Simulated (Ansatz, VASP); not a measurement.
Tl: VASP beside Ansatz

```xyz
4
Lattice="3.4370 0.0000 0.0000 -1.7185 2.9765 0.0000 0.0000 0.0000 11.0356" Properties=species:S:1:pos:R:3 pbc="T T T"
Tl    1.7185    0.9922    8.2767
Tl    0.0000    0.0000    5.5178
Tl    0.0000    1.9844    2.7589
Tl    0.0000    0.0000    0.0000
```

Change from the starting cell: volume scaled by 0.94.

Alike in both runs: task single point; functional PBE; k mesh 9 × 9 × 3; occupations fermi-dirac, width 0.05 eV; no spin polarisation.

|  | VASP | Ansatz |
| --- | --- | --- |
| version | VASP 6.6.1 | Ansatz 0.2.0 |
| potentials or method | VASP PAW PBE potentials, release 64 (Tl_d) | Ansatz PAW |
| plane-wave cutoff (eV) | 520 | 420 |
| valence electrons in the cell | 52 | 52 |

VASP gave:

```
gap on the k mesh at the Fermi level (eV)       : none
pressure (GPa)                                  : 3.5
largest component of the traceless stress (GPa) : 0.15
```

Task: Which values does Ansatz return?

Result: gap on the k mesh at the Fermi level (eV): none; pressure (GPa): 3.6; largest component of the traceless stress (GPa): 0.15.

A gap of «none» marks a metal or a gap that the smearing closes.

Spin-orbit coupling is left out, which matters for the levels of Tl.
